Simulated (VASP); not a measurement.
The system is MgSe.

```xyz
2
Lattice="0.0000 2.7522 2.7522 2.7522 0.0000 2.7522 2.7522 2.7522 0.0000" Properties=species:S:1:pos:R:3 pbc="T T T"
Mg    0.0000    0.0000    0.0000
Se    2.7522    2.7522    2.7522
```

The cell was built by a generator and needn't be a form met in nature.

Base run:

| Quantity | Value |
| --- | --- |
| Program | VASP 6.6.1 |
| Functional | r2SCAN |
| Potentials or basis | VASP PAW PBE potentials, release 64 (Mg, Se) |
| Cutoff | 520 eV |
| k mesh | 8 × 8 × 8 |
| Occupations | gaussian, width 0.02 eV |
| Spin | no spin polarisation |

Its results: band gap on the k mesh 2.41 eV, indirect (least direct gap 3.29 eV); pressure -1.4 GPa.

**Question.** The run is repeated on the same cell with these changes: functional from r2SCAN to PBE0; k mesh from 8 × 8 × 8 to 6 × 6 × 6. What comes out?

**Answer.** Band gap on the k mesh 3.30 eV, indirect (least direct gap 4.05 eV); pressure -1.6 GPa.

Several settings changed at once, so the effect can't be laid on one alone.

Caveats: the PAW data sets were made with another functional, which shifts forces and pressure a little.

A k mesh can miss the band edges.
